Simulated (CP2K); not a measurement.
# BN (Fmm2) in CP2K: settings compared

Aim: see how the results for BN move with the level of theory and the settings. Levels: RPBE, vdW-DF-cx, r2SCAN. Tasks: single point.

Program: CP2K 2026.2. These are calculated values, not measurements. Logs are shortened: lines on timing, memory, paths and dates and some standing lists are left out, and cuts for length are marked.

## 1. The crystal as given

Symmetry: Fmm2, No. 42, orthorhombic system. Conventional cell: a = 2.503 Å, b = 6.991 Å, c = 4.332 Å, α = 90.00°, β = 90.00°, γ = 90.00°. N (site symmetry mm2) has 3 B at 1.44 Å as nearest neighbours. Around B (site symmetry mm2) lie 3 N at 1.44 Å.

Measurements of this composition are mostly on another form, of space group No. 194.

## 2. Single point, RPBE

bn_scf.inp reads:

```
&GLOBAL
  PROJECT bn_scf
  RUN_TYPE ENERGY_FORCE
  PRINT_LEVEL LOW
&END GLOBAL
&FORCE_EVAL
  METHOD QS
  STRESS_TENSOR ANALYTICAL
  &DFT
    BASIS_SET_FILE_NAME BASIS_MOLOPT_UZH
    POTENTIAL_FILE_NAME POTENTIAL_UZH
    &MGRID
      CUTOFF 675
      REL_CUTOFF 60
      NGRIDS 5
    &END MGRID
    &QS
      METHOD GPW
      EPS_DEFAULT 1.0E-9
    &END QS
    &KPOINTS
      SCHEME MONKHORST-PACK 13 13 13
      GAMMA_CENTERED T
      SYMMETRY T
      SYMMETRY_BACKEND SPGLIB
    &END KPOINTS
    &SCF
      SCF_GUESS ATOMIC
      EPS_SCF 1.0E-6
      MAX_SCF 100
      ADDED_MOS 10
      CHOLESKY OFF
      EPS_EIGVAL 1.0E-7
      &DIAGONALIZATION ON
        ALGORITHM STANDARD
      &END DIAGONALIZATION
      &MIXING ON
        METHOD BROYDEN_MIXING
        ALPHA 0.4
        BETA 1.5
        NBUFFER 8
      &END MIXING
      &SMEAR ON
        METHOD FERMI_DIRAC
        ELECTRONIC_TEMPERATURE [K] 580.226
      &END SMEAR
    &END SCF
    &XC
      &XC_FUNCTIONAL
        &GGA_X_RPBE
        &END GGA_X_RPBE
        &GGA_C_PBE
        &END GGA_C_PBE
      &END XC_FUNCTIONAL
    &END XC
    &PRINT
      &KPOINTS ON
      &END KPOINTS
      &MULLIKEN ON
      &END MULLIKEN
      &MO ON
        ENERGIES T
        OCCUPATION_NUMBERS T
        &EACH
          QS_SCF 0
        &END EACH
        ADD_LAST NUMERIC
      &END MO
      &LOWDIN ON
      &END LOWDIN
      &HIRSHFELD ON
        SHAPE_FUNCTION DENSITY
      &END HIRSHFELD
    &END PRINT
  &END DFT
  &SUBSYS
    &CELL
      A 4.1120778217 0.0000000000 0.0000000000
      B 1.1410171362 2.2263454513 0.0000000000
      C 2.9710606854 -0.8190320330 2.0702175242
      PERIODIC XYZ
    &END CELL
    &COORD
      SCALED
      N   0.6666513400 0.6666513400 0.3333486600
      B   0.0000486500 0.0000486500 0.9999513500
    &END COORD
    &KIND N
      BASIS_SET TZVP-MOLOPT-PBE-GTH-q5
      POTENTIAL GTH-PBE-q5
    &END KIND
    &KIND B
      BASIS_SET TZVP-MOLOPT-PBE-GTH-q3
      POTENTIAL GTH-PBE-q3
    &END KIND
    &PRINT
      &ATOMIC_COORDINATES ON
      &END ATOMIC_COORDINATES
      &CELL ON
      &END CELL
      &SYMMETRY ON
      &END SYMMETRY
    &END PRINT
  &END SUBSYS
  &PRINT
    &FORCES ON
    &END FORCES
    &STRESS_TENSOR ON
    &END STRESS_TENSOR
  &END PRINT
&END FORCE_EVAL
```

Potentials or basis: POTENTIAL_UZH N GTH-PBE-q5, B GTH-PBE-q3; TZVP-MOLOPT-PBE-GTH basis.

The run is started by

```
OMP_NUM_THREADS=1 cp2k.psmp -i bn_scf.inp -o bn_scf.out
```

bn_scf.out:

```text

 CP2K| version string:                                       CP2K version 2026.2
 CP2K| Input file name                                                bn_scf.inp

 GLOBAL| Force Environment number                                              1
 GLOBAL| Basis set file name                                    BASIS_MOLOPT_UZH
 GLOBAL| Potential file name                                       POTENTIAL_UZH
 GLOBAL| MM Potential file name                                     MM_POTENTIAL
 GLOBAL| Coordinate file name                                      __STD_INPUT__
 GLOBAL| Method name                                                        CP2K
 GLOBAL| Project name                                                     bn_scf
 GLOBAL| Run type                                                   ENERGY_FORCE
 GLOBAL| FFT library                                                       FFTW3
[... 6 lines left out ...]
 GLOBAL| Total number of message passing processes                             1
 GLOBAL| Number of threads for this process                                    1
 GLOBAL| CPU model name                                                  UNKNOWN

 CELL| Volume [angstrom^3]:                                            18.952646
 CELL| Vector a [angstrom]:       4.112     0.000     0.000   |a| =     4.112078
 CELL| Vector b [angstrom]:       1.141     2.226     0.000   |b| =     2.501706
 CELL| Vector c [angstrom]:       2.971    -0.819     2.070   |c| =     3.712656
 CELL| Angle (b,c), alpha [degree]:                                    80.289625
 CELL| Angle (a,c), beta  [degree]:                                    36.845822
 CELL| Angle (a,b), gamma [degree]:                                    62.864553
 CELL| Numerically orthorhombic:                                              NO
 CELL| Periodicity                                                           XYZ

 CELL_REF| Volume [angstrom^3]:                                        18.952646
 CELL_REF| Vector a [angstrom     4.112     0.000     0.000   |a| =     4.112078
 CELL_REF| Vector b [angstrom     1.141     2.226     0.000   |b| =     2.501706
 CELL_REF| Vector c [angstrom     2.971    -0.819     2.070   |c| =     3.712656
 CELL_REF| Angle (b,c), alpha [degree]:                                80.289625
 CELL_REF| Angle (a,c), beta  [degree]:                                36.845822
 CELL_REF| Angle (a,b), gamma [degree]:                                62.864553
 CELL_REF| Numerically orthorhombic:                                          NO
 CELL_REF| Periodicity                                                       XYZ
[... 12 lines left out ...]
                             - Atoms:                                          2
                             - Shell sets:                                     2
                             - Shells:                                        14
                             - Primitive Cartesian functions:                 10
                             - Cartesian basis functions:                     36
                             - Spherical basis functions:                     34

  Maximum angular momentum of- Orbital basis functions:                        2
                             - Local part of the GTH pseudopotential:          2
                             - Non-local part of the GTH pseudopotential:      0

[... 147 lines left out ...]
 MO|      5               0.295657               8.045236               0.000000
 MO|      6               0.480092              13.063960               0.000000
 MO|      7               0.626565              17.049694               0.000000
 MO|      8               0.722276              19.654119               0.000000
 MO|      9               0.865659              23.555767               0.000000
 MO|     10               0.905685              24.644939               0.000000
 MO|     11               1.095880              29.820405               0.000000
 MO|     12               1.135520              30.899082               0.000000
 MO|     13               1.170007              31.837499               0.000000
[... 263 lines left out ...]
 MO|      4               0.041665               1.133752               2.000000
 MO|      5               0.338194               9.202721               0.000000
 MO|      6               0.482822              13.138261               0.000000
 MO|      7               0.596262              16.225124               0.000000
 MO|      8               0.756804              20.593677               0.000000
 MO|      9               0.848950              23.101115               0.000000
 MO|     10               0.863005              23.483559               0.000000
 MO|     11               1.114851              30.336628               0.000000
 MO|     12               1.156855              31.479629               0.000000
 MO|     13               1.181037              32.137648               0.000000
 MO|     14               1.272502              34.626542               0.000000
 MO| Sum:                                                               8.000000
 MO| E(Fermi):            0.220937 a.u.          6.012011 eV
 MO| Band gap:            0.296529 a.u.          8.068969 eV

 [... the levels of further k-points ...]

 !-----------------------------------------------------------------------------!
                     Mulliken Population Analysis

 #  Atom  Element  Kind  Atomic population                           Net charge
       1     N        1          5.519554                             -0.519554
       2     B        2          2.480446                              0.519554
 # Total charge                              8.000000                 -0.000000

 !-----------------------------------------------------------------------------!

 !-----------------------------------------------------------------------------!
                           Hirshfeld Charges

  #Atom  Element  Kind  Ref Charge     Population                    Net charge
      1       N      1       5.000          5.220                        -0.220
      2       B      2       3.000          2.780                         0.220

  Total Charge                                                           -0.000
 !-----------------------------------------------------------------------------!

 LOWDIN POPULATION ANALYSIS

 #  Atom  Element  Kind  Atomic population                           Net charge
       1     N        1          4.667747                              0.332253
       2     B        2          3.332253                             -0.332253
 # Total charge                              8.000000                 -0.000000

 ENERGY| Total FORCE_EVAL ( QS ) energy [hartree]            -12.888088923616634

 FORCES| Atomic forces [hartree/bohr]
 FORCES|   Atom     x               y               z               |f|
 FORCES|      1 -1.18470651E-04 -3.18020070E-04 -5.13422300E-06   3.39408928E-04
 FORCES|      2  8.97709940E-05  1.17260118E-04 -8.46849566E-05   1.70236038E-04
 FORCES| Sum    -2.86996572E-05 -2.00759952E-04 -8.98191796E-05
 FORCES| Total atomic force                                       2.21801068E-04

 STRESS| Analytical stress tensor [bar]
 STRESS|                        x                   y                   z
 STRESS|      x        3.85987823368E+04   4.94027297919E+03  -3.30448984731E+03
 STRESS|      y        4.94027297919E+03   4.55271546138E+04   1.45912414710E+03
 STRESS|      z       -3.30448984731E+03   1.45912414710E+03   4.66262841940E+04
 STRESS| 1/3 Trace                                             4.35840737148E+04
 STRESS| Determinant                                           8.01710955010E+13

 STRESS| Eigenvectors and eigenvalues of the analytical stress tensor [bar]
 STRESS|                        1                   2                   3
 STRESS| Eigenvalues   3.49187521600E+04   4.76321042914E+04   4.82013646932E+04
 STRESS|      x           0.850219776563     -0.040451791958      0.524871397648
 STRESS|      y          -0.436431469887      0.503367641229      0.745753705895
 STRESS|      z           0.294370351146      0.863124944774     -0.410318688431
```

Run time: 70 s. Hardware: 1 thread of Arm Neoverse V1, shared host; peak memory 0.31 GiB.

Results:

```yaml
Free_energy: -350.7027 eV
Pressure: 4.4 GPa
Largest_force: 0.017 eV/Å
Band_gap_on_the_k_mesh: 4.02 eV, indirect (least direct gap 4.68 eV)
Mulliken_charges: N -0.52; B +0.52 e
Hirshfeld_charges: N -0.22; B +0.22 e
```

Forces on the atoms (eV/Å):
```
N   -0.006 -0.016  0.000
B    0.005  0.006 -0.004
```

Stress tensor (GPa, compression positive):
```
 3.86  0.49 -0.33
 0.49  4.55  0.15
-0.33  0.15  4.66
```

Levels at points of the mesh, in eV from the valence-band top:
```
           k point  band 2  band 3  band 4  band 5  band 6  band 7
(0.00, 0.00, 0.00)   -4.46   -1.52   -1.52    5.48   11.41   11.46
```

Caveat: Mulliken charges move with the basis; the potentials were made for another functional, which shifts forces and pressure; an odd mesh through Γ misses points on the zone boundary, where band edges often lie; the basis of atomic orbitals isn't converged, which shifts pressures, moduli and gaps.

(Continued in part 2 of 2.)
